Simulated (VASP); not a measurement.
Input of a VASP 6.6.1 run:

Contents of POSCAR:

```
Mg
1.0
    3.1892283715      0.0000000000      0.0000000000
   -1.5946141858      2.7619527882      0.0000000000
    0.0000000000      0.0000000000      5.1088791867
Mg
2
Direct
    0.3333333333      0.6666666667      0.2500000000
    0.6666666667      0.3333333333      0.7500000000
```

INCAR.step1

```
SYSTEM = Mg
PREC     = Accurate       ! precision mode
ENCUT    = 520            ! plane-wave cutoff, eV
EDIFF    = 1E-5           ! SCF threshold, eV
ISMEAR   = 0              ! smearing method
SIGMA    = 0.1            ! smearing width, eV
LREAL    = .FALSE.        ! projectors in reciprocal space
LASPH    = .TRUE.         ! aspherical terms in the spheres
NELM     = 100            ! most SCF steps
ALGO     = Normal         ! electronic algorithm
ISIF     = 2              ! what is computed and relaxed
LWAVE    = .TRUE.         ! write WAVECAR
GGA      = PE             ! functional
NBANDS   = 9              ! bands
```

INCAR.step2

```
SYSTEM = Mg
PREC     = Accurate       ! precision mode
ENCUT    = 520            ! plane-wave cutoff, eV
EDIFF    = 1E-6           ! SCF threshold, eV
ISMEAR   = 0              ! smearing method
SIGMA    = 0.1            ! smearing width, eV
LREAL    = .FALSE.        ! projectors in reciprocal space
LASPH    = .TRUE.         ! aspherical terms in the spheres
NELM     = 100            ! most SCF steps
ALGO     = Normal         ! electronic algorithm
ISIF     = 2              ! what is computed and relaxed
LWAVE    = .FALSE.        ! write WAVECAR
LCHARG   = .TRUE.         ! write CHGCAR
GGA      = PE             ! functional
LHFCALC  = .TRUE.         ! exact exchange
HFSCREEN = 0.2079         ! screening, 1/A
PRECFOCK = Normal       
LELF     = .TRUE.         ! ELF
LVHAR    = .TRUE.       
ISTART   = 1            
NBANDS   = 9              ! bands
```

File KPOINTS:

```
Automatic mesh
0
G
  6 6 4
  0 0 0
```

Potentials or basis: VASP PAW PBE potentials, release 64 (Mg).

Launch:

```sh
$ cat potpaw_PBE.64/Mg/POTCAR > POTCAR
$ cp INCAR.step1 INCAR
$ mpirun -np 1 vasp_std > vasp.out
$ cp INCAR.step2 INCAR
$ mpirun -np 1 vasp_std > vasp.out
```

(1) Estimate the band gap on the k mesh.

(2) What does it give for the pressure?

Answers

(1) none (metal or under the smearing width).

(2) 0.6 GPa.

Caveat: the k mesh is coarse (spacing up to 0.38 Å⁻¹), so the values aren't converged, least of all with exact exchange; the PAW data sets were made with another functional, which shifts forces and pressure a little.
